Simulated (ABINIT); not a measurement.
As:

```
As
1.0
     2.70368    0.00000    0.00000
     0.00000    2.70368    0.00000
     0.00000    0.00000    2.70368
As
1
Cartesian
  1.3518 1.3518 1.3518
```

This isn't the form of As at room conditions, which is rhombohedral.

| Quantity | Value |
| --- | --- |
| Program | ABINIT 10.8.3 (patched build) |
| Task | single point |
| Functional | PBE |
| Potentials or basis | JTH PAW PBE v2.0 |
| Cutoff | 408 eV |
| k mesh | 10 × 10 × 10 |
| Occupations | fermi-dirac, width 0.05 eV |
| Spin | no spin polarisation |

On this cell: pressure 2.2 GPa; band gap on the k mesh none (metal or under the smearing width).

The same run follows on a disturbed copy (cell strained at random at fixed volume):

```xyz
1
Lattice="2.7100 -0.0174 -0.0119 -0.0174 2.7297 0.0333 -0.0119 0.0333 2.6722" Properties=species:S:1:pos:R:3 pbc="T T T"
As    1.2979    1.3880    1.3375
```

Q: What changes?

A: The energy (extrapolated to zero smearing) moves by +4.2 meV/atom; pressure 2.3 GPa; band gap on the k mesh none (metal or under the smearing width).

Stress tensor (GPa, compression positive):
```
 1.78  0.29  0.43
 0.29  0.45 -0.85
 0.43 -0.85  4.52
```
